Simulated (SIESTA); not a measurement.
HfO2:

```
Hf O
1.0
     5.55640    0.00000    0.00000
     0.00000    3.33360    0.00000
     0.00000    0.00000    6.50500
Hf O
4 8
Direct
  0.74868 0.75000 0.60787
  0.25132 0.25000 0.39213
  0.24868 0.75000 0.89213
  0.75132 0.25000 0.10787
  0.63950 0.25000 0.42340
  0.36050 0.75000 0.57660
  0.13950 0.25000 0.07660
  0.86050 0.75000 0.92340
  0.52079 0.25000 0.84145
  0.47921 0.75000 0.15855
  0.02079 0.25000 0.65855
  0.97921 0.75000 0.34145
```

Measurements of this composition are mostly on another form, of space group No. 14.

Base run:

```yaml
Program: SIESTA 5.4.2
Functional: LDA
Potentials_or_basis: PseudoDojo 0.4 standard (LDA files)
Basis: DZP (energy shift 0.003 Ry; two zetas on semicore shells)
Grid_cutoff: 800 Ry
Energy_shift: 0.003 Ry
k_mesh: 5 × 8 × 4
Occupations: fermi-dirac, width 0.05 eV
Spin: no spin polarisation
```

Its results: band gap on the k mesh 3.26 eV, direct; pressure -12.6 GPa; largest force 0.044 eV/Å.

Problem. The run is repeated on the same cell with these changes: functional from LDA to PBEsol; potentials or basis from PseudoDojo 0.4 standard (LDA files) to PseudoDojo 0.4 standard (PBEsol files). What comes out?

Solution. Band gap on the k mesh 3.29 eV, direct; pressure -4.1 GPa; largest force 0.136 eV/Å.

Caveats: short orbitals over semicore shells can move pressures by several GPa; spin-orbit coupling is left out, which moves the levels of the heavy elements; the basis of atomic orbitals isn't converged, which shifts pressures, moduli and gaps.

Not every run made on this cell is shown here.
